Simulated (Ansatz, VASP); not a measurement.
## One calculation of Pd, two programs

```
Pd
1.0
     2.47676    0.00000    0.00000
     0.00000    2.47676    0.00000
     0.00000    0.00000    2.47676
Pd
1
Direct
  0.00000 0.00000 0.00000
```

Change from the starting cell: volume scaled by 0.85, LAPW.

Alike in both runs: task single point; functional PBE; k mesh 15 × 15 × 15; occupations fermi-dirac, width 0.08 eV; no spin polarisation.

```csv
,VASP,Ansatz
version,VASP 6.6.1,Ansatz 0.2.0
potentials or method,"VASP PAW PBE potentials, release 64 (Pd), cutoff 520 eV","all-electron LAPW, scalar-relativistic"
```

|  | VASP | Ansatz | Ansatz less VASP |
| --- | --- | --- | --- |
| pressure (GPa) | 29.6 | 30.4 | +0.74 |

Ansatz ran all-electron here, so the differences hold the error of VASP's frozen core and of both bases.

Caveats: so large a pressure means that the cell lies far from this level's equilibrium, or that cutoff or potentials fall short (VASP).
